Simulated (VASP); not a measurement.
# VASP inputs for CaO (zincblende)

INCAR

```
PREC = Accurate
LASPH = .TRUE.
ISMEAR = -1
NSW = 40
LWAVE = .FALSE.
NELM = 120
EDIFFG = -5E-3
GGA = CA
ISIF = 3
LCHARG = .FALSE.
ENCUT = 600
NBANDS = 15
SIGMA = 0.02
EDIFF = 1E-7
IBRION = 2
LREAL = .FALSE.
```

KPOINTS

```
KPOINTS created by Atomic Simulation Environment
0
Gamma
8 8 8
0 0 0
```

POSCAR

```
Ca O
 1.0000000000000000
     0.0000000000000000    2.6213224458742479    2.6213224458742479
     2.6213224458742479   -0.0000000000000000    2.6213224458742479
     2.6213224458742479    2.6213224458742479    0.0000000000000000
 Ca  O
   1   1
Cartesian
 -0.0000000000000000  0.0000000000000000  0.0000000000000000
  1.3106612229371239  1.3106612229371239  1.3106612229371239
```

VASP ran with the recommended LDA PAW datasets (16 valence electrons in the cell).

Q: Estimate the main results of this run.

A: relaxed cell vector lengths 3.626, 3.626, 3.626 Å; relaxed cell volume 33.70 Å³.
